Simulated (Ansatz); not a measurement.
Molecular dynamics of MgO

Input file:

```yaml
crystal:
  lattice:
    - [0.0, 4.4041, 4.4041]
    - [4.4041, 0.0, 4.4041]
    - [4.4041, 4.4041, 0.0]
  atoms:
    - { symbol: Mg, position: [0.0, 0.0, 0.0] }
    - { symbol: O, position: [0.25, 0.25, 0.25] }
    - { symbol: Mg, position: [0.0, 0.0, 0.5] }
    - { symbol: O, position: [0.25, 0.25, 0.75] }
    - { symbol: Mg, position: [0.0, 0.5, 0.0] }
    - { symbol: O, position: [0.25, 0.75, 0.25] }
    - { symbol: Mg, position: [0.0, 0.5, 0.5] }
    - { symbol: O, position: [0.25, 0.75, 0.75] }
    - { symbol: Mg, position: [0.5, 0.0, 0.0] }
    - { symbol: O, position: [0.75, 0.25, 0.25] }
    - { symbol: Mg, position: [0.5, 0.0, 0.5] }
    - { symbol: O, position: [0.75, 0.25, 0.75] }
    - { symbol: Mg, position: [0.5, 0.5, 0.0] }
    - { symbol: O, position: [0.75, 0.75, 0.25] }
    - { symbol: Mg, position: [0.5, 0.5, 0.5] }
    - { symbol: O, position: [0.75, 0.75, 0.75] }
basis:
  ecutwfc: 420.0
kpoints:
  mp_grid: { grid: [2, 2, 2] }
hamiltonian:
  xc: pbe
scf:
  occupations: { method: fermi_dirac, width: 0.05 }
  lower_state_search: "off"
md:
  timestep: 1
  n_steps: 140
  ensemble: nvt_nose_hoover
  temperature: 1200.0
  initial_velocities: maxwell_boltzmann
  seed: 147704
  nose_hoover: { tau: 100.0, chain_length: 5 }
```

Launched with:

```bash
$ ansatz run input.yaml --threads 1 --pin off --max-ram 3072MiB --backend cpu --events-out ev --progress --plain --runs-dir out
```

It starts from a structure without forces on its atoms.

Output, in part (step lines):

```
md step     0: t =     0.00 fs  T =  1200.0 K  F+E_penalty+E_count = -19952.28714232 eV  E_kin = 2.326680 eV  conserved = -19949.96046234 eV  (6 SCF iters)
md step     1: t =     1.00 fs  T =  1195.7 K  F+E_penalty+E_count = -19952.27881707 eV  E_kin = 2.318339 eV  conserved = -19949.96047862 eV  (6 SCF iters)
md step     2: t =     2.00 fs  T =  1182.8 K  F+E_penalty+E_count = -19952.25378098 eV  E_kin = 2.293304 eV  conserved = -19949.96047966 eV  (6 SCF iters)
md step     3: t =     3.00 fs  T =  1161.3 K  F+E_penalty+E_count = -19952.21214601 eV  E_kin = 2.251693 eV  conserved = -19949.96046502 eV  (6 SCF iters)
md step     4: t =     4.00 fs  T =  1131.5 K  F+E_penalty+E_count = -19952.15430580 eV  E_kin = 2.193907 eV  conserved = -19949.96043359 eV  (6 SCF iters)
md step     5: t =     5.00 fs  T =  1093.7 K  F+E_penalty+E_count = -19952.08095055 eV  E_kin = 2.120650 eV  conserved = -19949.96038403 eV  (3 SCF iters)
md step     6: t =     6.00 fs  T =  1048.5 K  F+E_penalty+E_count = -19951.99308171 eV  E_kin = 2.032933 eV  conserved = -19949.96031481 eV  (3 SCF iters)
md step     7: t =     7.00 fs  T =   996.5 K  F+E_penalty+E_count = -19951.89202594 eV  E_kin = 1.932097 eV  conserved = -19949.96022494 eV  (3 SCF iters)
[... lines left out ...]
md step   138: t =   138.00 fs  T =   835.8 K  F+E_penalty+E_count = -19950.72782039 eV  E_kin = 1.620574 eV  conserved = -19949.95916871 eV  (3 SCF iters)
md step   139: t =   139.00 fs  T =   845.7 K  F+E_penalty+E_count = -19950.74036899 eV  E_kin = 1.639634 eV  conserved = -19949.95921125 eV  (2 SCF iters)
md step   140: t =   140.00 fs  T =   854.0 K  F+E_penalty+E_count = -19950.75011784 eV  E_kin = 1.655913 eV  conserved = -19949.95924166 eV  (6 SCF iters)
```

The steps, from the saved trajectory:

```csv
time (fs),T (K),potential energy less start (eV),conserved less start (meV/atom)
0.0,1200,0.000,0.00
4.0,1132,0.133,0.00
8.0,939,0.508,0.02
12.0,671,1.028,0.06
16.0,420,1.519,0.11
20.0,281,1.792,0.13
24.0,286,1.784,0.10
28.0,381,1.606,0.06
32.0,484,1.415,0.04
36.0,548,1.306,0.04
40.0,562,1.295,0.05
44.0,551,1.336,0.07
48.0,552,1.355,0.09
52.0,596,1.294,0.09
56.0,683,1.151,0.07
60.0,781,0.995,0.05
64.0,843,0.915,0.04
68.0,840,0.962,0.04
72.0,785,1.110,0.06
76.0,713,1.288,0.08
80.0,660,1.426,0.09
84.0,650,1.480,0.10
88.0,687,1.444,0.09
92.0,749,1.362,0.07
96.0,800,1.301,0.06
100.0,819,1.305,0.06
104.0,807,1.368,0.08
108.0,784,1.446,0.09
112.0,770,1.507,0.09
116.0,763,1.552,0.08
120.0,755,1.597,0.08
124.0,747,1.641,0.09
128.0,749,1.664,0.10
132.0,772,1.645,0.10
136.0,814,1.590,0.09
140.0,854,1.537,0.08
```

All steps were run. The conserved energy stayed within 0.13 meV per atom of its start (net change 0.076 meV per atom), so the integration is sound. The mean temperature of the second half is 37 % below the set value. A run of 0.14 ps of so small a system gives no equilibrium averages. Limits of this set-up: coarse k mesh.

Mean squared displacements from the first frame to the last, about the centre of mass: Mg 0.03 Å², O 0.05 Å².

Last frame:

```xyz
16
Lattice="0.0000 4.4041 4.4041 4.4041 0.0000 4.4041 4.4041 4.4041 0.0000" Properties=species:S:1:pos:R:3
Mg -0.079 0.030 0.036
O 2.287 2.183 2.256
Mg 2.215 2.189 -0.055
O 4.348 4.374 2.102
Mg 2.224 0.099 2.070
O 4.524 2.444 4.537
Mg 4.500 2.108 2.245
O 6.676 4.468 4.298
Mg -0.095 2.353 2.227
O 2.150 4.162 4.481
Mg 2.128 4.337 2.453
O 4.328 6.468 4.188
Mg 2.256 2.147 4.442
O 4.388 4.479 6.679
Mg 4.537 4.532 4.139
O 6.424 6.383 6.782
```

The run took 6.2 min on 1 thread of Arm Neoverse V2, with other jobs on the host, peak memory 0.52 GiB.
